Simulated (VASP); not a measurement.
Here is a VASP 6.6.1 calculation.

Contents of INCAR:

```
SYSTEM = Bi
PREC = Accurate ; ENCUT = 600
EDIFF = 1E-7 ; ISMEAR = 0
SIGMA = 0.1 ; LREAL = .FALSE.
LASPH = .TRUE. ; NELM = 100
ALGO = Fast ; ISIF = 3
LWAVE = .FALSE. ; LCHARG = .FALSE.
GGA = PS ; IBRION = 2
NSW = 50 ; EDIFFG = -0.003
PSTRESS = 101.0
```

Contents of KPOINTS:

```
Automatic mesh
0
G
  16 16 16
  0 0 0
```

File POSCAR:

```
Bi
1.0
   -1.8847243413      1.8847243413      1.8847243413
    1.8847243413     -1.8847243413      1.8847243413
    1.8847243413      1.8847243413     -1.8847243413
Bi
1
Direct
    0.0000000000      0.0000000000      0.0000000000
```

Potentials or basis: VASP PAW PBE potentials, release 64 (Bi_d).

Command:

```console
$ cat potpaw_PBE.64/Bi_d/POTCAR > POTCAR
$ mpirun -np 1 vasp_std > vasp.out
```

Problem. Estimate the band gap on the k mesh.

Solution. None (metal or under the smearing width).

Problem. Predict the relaxed cell.

Solution. a = 3.251 Å, b = 3.251 Å, c = 3.251 Å, α = 109.47°, β = 109.47°, γ = 109.47°.

Problem. Estimate the space group after relaxing (to 0.05 Å).

Solution. Im-3m (No. 229).

Problem. What does it give for the relaxed volume?

Solution. 26.46 Å³/atom.

The path:
| step | energy change (eV) | largest force (eV/Å) | pressure (GPa) | volume (Å³) |
| --- | --- | --- | --- | --- |
| 1 | 0.0000 | 0.0000 | 8.85 | 26.78 |
| 2 | 0.0523 | 0.0000 | 12.15 | 25.98 |
| 3 | 0.0187 | 0.0000 | 10.07 | 26.46 |
| 4 | 0.0191 | 0.0000 | 10.10 | 26.46 |

Caveat: the cell is relaxed towards a set pressure, so the enthalpy falls and the energy may rise; the PAW data sets were made with another functional, which shifts forces and pressure a little; spin-orbit coupling is left out, which moves the levels of the heavy elements.
